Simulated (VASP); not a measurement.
# SnSe in VASP: Born charges and dielectric tensor with RPBE

Aim: the Born charges and dielectric tensor of SnSe with RPBE.

Program: VASP 6.6.1. These are calculated values, not measurements. Logs are shortened: lines on timing, memory, paths and dates and some standing lists are left out, and cuts for length are marked.

## 1. The slab as given

The cell holds a slab with vacuum, 4 atoms: a = 4.373 Å, b = 4.373 Å, c = 11.092 Å, α = 90.00°, β = 90.00°, γ = 90.00°.

## 2. Born charges and dielectric tensor, RPBE

Input file INCAR:

```
SYSTEM = SnSe
PREC = Accurate
ENCUT = 600
EDIFF = 1E-8
ISMEAR = 0
SIGMA = 0.02
LREAL = .FALSE.
LASPH = .TRUE.
NELM = 100
ALGO = Fast
ISIF = 2
LWAVE = .FALSE.
LCHARG = .FALSE.
GGA = RP
LEPSILON = .TRUE.
IBRION = 8
NSW = 1
```

Input file KPOINTS:

```
Automatic mesh
0
G
  6 6 4
  0 0 0
```

Input file POSCAR:

```
SnSe
1.0
    4.3725700000      0.0000000000      0.0000000000
    0.0000000000      4.3725700000      0.0000000000
    0.0000000000      0.0000000000     11.0916300000
Sn Se
2 2
Direct
    0.5000000000      0.0000000000      0.3772100000
    0.0000000000      0.5000000000      0.6227900000
    0.5000000000      0.0000000000      0.6234200000
    0.0000000000      0.5000000000      0.3765800000
```

Potentials or basis: VASP PAW PBE potentials, release 64 (Sn_d, Se).

Launch:

```sh
$ cat potpaw_PBE.64/Sn_d/POTCAR potpaw_PBE.64/Se/POTCAR > POTCAR
$ mpirun -np 1 vasp_std > vasp.out
```

OUTCAR:

```text
SYSTEM = SnSe
   PREC = Accurate
   ENCUT = 600
   EDIFF = 1E-8
   ISMEAR = 0
   LREAL = .FALSE.
   LASPH = .TRUE.
   NELM = 100
   ISIF = 2
   GGA = RP
   LEPSILON = .TRUE.
   IBRION = 8
   NSW = 1

 ion  position               nearest neighbor table
   1  0.500  0.000  0.377-   3 2.73   4 3.09   4 3.09   4 3.09   4 3.09
   2  0.000  0.500  0.623-   4 2.73   3 3.09   3 3.09   3 3.09   3 3.09
   3  0.500  0.000  0.623-   1 2.73   2 3.09   2 3.09   2 3.09   2 3.09
   4  0.000  0.500  0.377-   2 2.73   1 3.09   1 3.09   1 3.09   1 3.09

  LATTYP: Found a simple tetragonal cell.
 ALAT       =     4.3725700000
 C/A-ratio  =     2.5366386359

  Lattice vectors:

 A1 = (   4.3725700000,   0.0000000000,   0.0000000000)
 A2 = (   0.0000000000,   4.3725700000,   0.0000000000)
 A3 = (   0.0000000000,   0.0000000000,  11.0916300000)

Analysis of symmetry for initial positions (statically):
=====================================================================
 Subroutine PRICEL returns:
 Original cell was already a primitive cell.

 Routine SETGRP: Setting up the symmetry group for a
 simple tetragonal supercell.

 Subroutine GETGRP returns: Found 16 space group operations
 (whereof  8 operations were pure point group operations)
 out of a pool of 16 trial point group operations.

The static configuration has the point symmetry D_2d.
 The point group associated with its full space group is D_4h.

Analysis of symmetry for dynamics (positions and initial velocities):
=====================================================================
 Subroutine PRICEL returns:
 Original cell was already a primitive cell.

 Routine SETGRP: Setting up the symmetry group for a
 simple tetragonal supercell.

 Subroutine GETGRP returns: Found 16 space group operations
 (whereof  8 operations were pure point group operations)
[... 926 lines left out ...]
 ion    1
    1     5.28389     0.00000     0.00000
    2     0.00000     5.28389     0.00000
    3     0.00000     0.00000     0.42182
 ion    2
    1     5.28389     0.00000     0.00000
    2     0.00000     5.28389     0.00000
    3     0.00000     0.00000     0.42182
 ion    3
    1    -5.28389     0.00000     0.00000
    2     0.00000    -5.28389    -0.00000
    3     0.00000     0.00000    -0.42182
 ion    4
    1    -5.28389     0.00000     0.00000
    2     0.00000    -5.28389     0.00000
    3     0.00000     0.00000    -0.42182

 INTERNAL STRAIN TENSOR FOR ION    4 for displacements in x,y,z  (eV/Angst):
          X           Y           Z          XY          YZ          ZX
  --------------------------------------------------------------------------------
  x     0.00000     0.00000     0.00000     0.00000     0.00000     2.79695
  y     0.00000     0.00000     0.00000     0.00000     2.76035     0.00000
  z     1.70475     1.70475    11.85753     0.00000     0.00000     0.00000

 SECOND DERIVATIVES (NOT SYMMETRIZED)
 ------------------------------------
               1X          1Y          1Z          2X          2Y          2Z          3X          3Y          3Z          4X          4Y          4Z
  1X     0.068891    0.000000    0.000000    0.373401    0.000000    0.000000   -0.129522    0.000000    0.000000   -0.312769    0.000000    0.000000
  1Y     0.000000    0.068891    0.000000    0.000000    0.373401    0.000000    0.000000   -0.129522    0.000000    0.000000   -0.312769    0.000000
  1Z     0.000000    0.000000   -5.893409    0.000000    0.000000   -0.428944    0.000000    0.000000    5.088856    0.000000    0.000000    1.233497
  2X     0.373401    0.000000    0.000000    0.068891    0.000000    0.000000   -0.312769    0.000000    0.000000   -0.129522    0.000000    0.000000
  2Y     0.000000    0.373401    0.000000    0.000000    0.068891    0.000000    0.000000   -0.312769    0.000000    0.000000   -0.129522    0.000000
  2Z     0.000000    0.000000   -0.428944    0.000000    0.000000   -5.893409    0.000000    0.000000    1.233497    0.000000    0.000000    5.088856
  3X    -0.118448    0.000000    0.000000   -0.303212    0.000000    0.000000   -0.785882    0.000000    0.000000    1.207541    0.000000    0.000000
  3Y     0.000000   -0.118448    0.000000    0.000000   -0.303212    0.000000    0.000000   -0.785882    0.000000    0.000000    1.207541    0.000000
  3Z     0.000000    0.000000    5.099707    0.000000    0.000000    1.243877    0.000000    0.000000   -5.585534    0.000000    0.000000   -0.758051
  4X    -0.303212    0.000000    0.000000   -0.118448    0.000000    0.000000    1.207541    0.000000    0.000000   -0.785882    0.000000    0.000000
  4Y     0.000000   -0.303212    0.000000    0.000000   -0.118448    0.000000    0.000000    1.207541    0.000000    0.000000   -0.785882    0.000000
  4Z     0.000000    0.000000    1.243877    0.000000    0.000000    5.099707    0.000000    0.000000   -0.758051    0.000000    0.000000   -5.585534

 Eigenvectors and eigenvalues of the dynamical matrix
 ----------------------------------------------------

   1 f  =    5.714140 THz    35.903002 2PiTHz  190.603203 cm-1    23.631775 meV
             X         Y         Z           dx          dy          dz
      2.186285  0.000000  4.183874     0.000000    0.000000   -0.446458
      0.000000  2.186285  6.907756     0.000000    0.000000   -0.446458
      2.186285  0.000000  6.914744    -0.000000   -0.000000    0.548338
      0.000000  2.186285  4.176886     0.000000    0.000000    0.548338
[... 71 lines left out ...]
  12 f/i=    1.488635 THz     9.353368 2PiTHz   49.655511 cm-1     6.156496 meV
             X         Y         Z           dx          dy          dz
      2.186285  0.000000  4.183874     0.418715    0.173704    0.000000
      0.000000  2.186285  6.907756     0.418715    0.173704   -0.000000
      2.186285  0.000000  6.914744    -0.501261   -0.207948    0.000000
      0.000000  2.186285  4.176886    -0.501261   -0.207948    0.000000

--------------------------------------------------------------------------------------------------------

 MACROSCOPIC STATIC DIELECTRIC TENSOR IONIC CONTRIBUTION
 ------------------------------------------------------
          -0.000000    -0.000000    -0.000000
           0.000000     0.000000    -0.000000
          -0.000000    -0.000000     0.047948
 ------------------------------------------------------

 ELASTIC MODULI CONTR FROM IONIC RELAXATION (kBar)
 Direction    XX          YY          ZZ          XY          YZ          ZX
 --------------------------------------------------------------------------------
 XX         -16.1384    -16.1384    -85.4544      0.0000      0.0000      0.0000
 YY         -16.1384    -16.1384    -85.4544      0.0000      0.0000      0.0000
 ZZ         -85.4544    -85.4544   -509.9677      0.0000      0.0000      0.0000
 XY           0.0000      0.0000      0.0000      0.0000      0.0000      0.0000
 YZ           0.0000      0.0000      0.0000      0.0000    -72.6173      0.0000
 ZX           0.0000      0.0000      0.0000      0.0000      0.0000    -71.4007
 --------------------------------------------------------------------------------

 PIEZOELECTRIC TENSOR IONIC CONTR  for field in x, y, z        (C/m^2)
          XX          YY          ZZ          XY          YZ          ZX
  --------------------------------------------------------------------------------
  x    -0.00000    -0.00000    -0.00000     0.00000     0.00000     0.00000
  y     0.00000     0.00000     0.00000     0.00000     0.00000    -0.00000
  z     0.00000     0.00000     0.00000     0.00000    -0.00000    -0.00000
```

OSZICAR:

```text
N       E                     dE             d eps       ncg     rms          rms(c)
DAV:   1     0.356051754592E+03    0.35605E+03   -0.20093E+04  1512   0.184E+03
DAV:   2     0.316271673650E+02   -0.32442E+03   -0.32109E+03  1536   0.422E+02
DAV:   3    -0.136034065648E+02   -0.45231E+02   -0.44507E+02  1792   0.157E+02
[... 13 lines left out ...]
RMM:  20    -0.993311278228E-01    0.10025E-07   -0.59233E-07  2833   0.144E-04    0.263E-07
RMM:  21    -0.993311381840E-01   -0.10361E-07   -0.85914E-07  2864   0.143E-04    0.131E-07
RMM:  22    -0.993311335160E-01    0.46680E-08   -0.77171E-07  2854   0.143E-04    0.111E-07
RMM:  23    -0.993311380105E-01   -0.44944E-08   -0.63536E-07  2853   0.142E-04    0.113E-07
RMM:  24    -0.993311380089E-01    0.16066E-11   -0.91836E-07  2847   0.142E-04    0.123E-07
 Linear response finished
```

stdout:

```text
POSCAR found type information on POSCAR SnSe
 POSCAR found :  2 types and       4 ions
 scaLAPACK will be used
 -----------------------------------------------------------------------------
|                                                                             |
|                                                                             |
|     You enforced a specific xc type in the INCAR file but a different       |
[... 48 lines left out ...]
 force on displaced ion       3 direction 1 :  -0.786   0.000   0.003
 Born effective charge ion    3 direction 1 :  -5.135   0.000   0.000
 Linear response progress:
 first order change of Fermi-energy  -0.86275E+00
 force on displaced ion       3 direction 3 :   0.000   0.000  -5.586
 Born effective charge ion    3 direction 3 :   0.000   0.000  -0.460
 Born effective charges drift removed
 Linear response finished
```

Wall time 40 min (1 thread of Intel Xeon 6975P-C (Granite Rapids), shared host); peak memory 1.1 GiB.

Results:

| Quantity | Value |
| --- | --- |
| Band gap on the k mesh | 1.55 eV, indirect (least direct gap 1.59 eV) |
| Electronic dielectric tensor (diagonal) | 12.50, 12.50, 1.98 |
| Born charges (mean of the diagonal) | Sn +3.66; Se -3.66 e |
| Highest phonon frequency at Γ, LO-TO splitting left out | 191 cm⁻¹ |
| Most unstable mode | 50i cm⁻¹ |

Phonon frequencies in cm⁻¹ (negative: imaginary):
```csv
q point,frequencies
"(0.000, 0.000, 0.000)",-50 -50 0 1 1 26 26 60 83 83 160 191
```

Electronic dielectric tensor:
```
12.50  0.00  0.00
 0.00 12.50  0.00
 0.00  0.00  1.98
```

Born effective charge tensors (e):
atom 1, Sn
```
5.28 0.00 0.00
0.00 5.28 0.00
0.00 0.00 0.42
```
atom 2, Sn
```
5.28 0.00 0.00
0.00 5.28 0.00
0.00 0.00 0.42
```
atom 3, Se
```
-5.28  0.00  0.00
 0.00 -5.28  0.00
 0.00  0.00 -0.42
```
atom 4, Se
```
-5.28  0.00  0.00
 0.00 -5.28  0.00
 0.00  0.00 -0.42
```

Caveat: some modes are imaginary; spin-orbit coupling is left out, which moves the levels of the heavy elements.
